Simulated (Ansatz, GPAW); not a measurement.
**Sb: programs and potentials compared**

```
Sb
1.0
     2.15420    1.24373    3.75800
    -2.15420    1.24373    3.75800
     0.00000   -2.48746    3.75800
Sb
2
Cartesian
  0.0000 0.0000 8.6416
  0.0000 0.0000 2.6324
```

Alike in all runs: task band structure; functional RPBE; k mesh 8 × 8 × 8; occupations fermi-dirac, width 0.05 eV; no spin polarisation; no spin-orbit coupling. Pressure is positive in compression and, in plane waves, holds the error of the finite cutoff, which Ansatz's Pulay term estimates and takes out.

| program and potentials | plane-wave cutoff (eV) | notes | pressure (GPa) | largest force (eV/Å) |
| --- | --- | --- | --- | --- |
| Ansatz, Ansatz PAW | 420 | potentials made for PBE, which Ansatz adapts in part; Pulay term of +0.03 GPa included | 4.05 | 0.191 |
| GPAW, the program's PAW data sets (release 1.2.1) made for this functional | 600 | - | 3.76 | 0.177 |
| Ansatz, all-electron LAPW, scalar-relativistic | - | - | 4.05 | 0.190 |

Force on atom 1 (Sb), eV/Å:

| program and potentials | x | y | z |
| --- | --- | --- | --- |
| Ansatz, Ansatz PAW | 0.000 | 0.000 | -0.191 |
| GPAW, the program's PAW data sets (release 1.2.1) made for this functional | 0.000 | 0.000 | -0.177 |
| Ansatz, all-electron LAPW, scalar-relativistic | 0.000 | 0.000 | -0.190 |

The pressure spans 3.76 (GPAW, the program's PAW data sets (release 1.2.1) made for this functional) to 4.05 GPa (Ansatz, Ansatz PAW), with all-electron results at 4.05. Some sets were made for another functional than the one run, which can shift their rows.

Differences between rows come from potentials, basis sets and numerical settings, since the functional is the same but for its coding. Runs on potential files found faulty are left out.
